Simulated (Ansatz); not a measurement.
System: HfC (rock salt type, first atom moved by 0.06 Å along [111]), 2 atoms in the cell.

```
Hf C
1.0
     0.00000    2.32500    2.32500
     2.32500    0.00000    2.32500
     2.32500    2.32500    0.00000
Hf C
1 1
Direct
  0.00745 0.00745 0.00745
  0.50000 0.50000 0.50000
```

Code and potentials: Ansatz PAW hard set, 700 eV. Settings: k-mesh 4×4×4 Γ-centred; Fermi–Dirac smearing of 0.1 eV; no spin polarisation; no spin–orbit coupling. For HSE06: exchange singularity: Wigner-Seitz.

Plain PBE gives:

| Item | Value |
| --- | --- |
| Pressure | 0.04 GPa |

```tsv
atom	Fx (eV/Å)	Fy (eV/Å)	Fz (eV/Å)
Hf1	-0.217	-0.217	-0.217
C2	0.217	0.217	0.217
```

(1) What changes under HSE06?

Results:

(1) The pressure decreases by 0.66 GPa to -0.62 GPa; the forces move by 323 meV/Å (rms):

```tsv
atom	Fx (eV/Å)	Fy (eV/Å)	Fz (eV/Å)
Hf1	-0.031	-0.031	-0.031
C2	0.031	0.031	0.031
```

The stress includes the program's correction for the finite plane-wave basis.

The k-mesh is coarse, so these values belong to this mesh and can lie far from the converged ones. Potentials made with PBE were used with another functional (at least in: Ansatz PAW hard set, 700 eV (HSE06)).
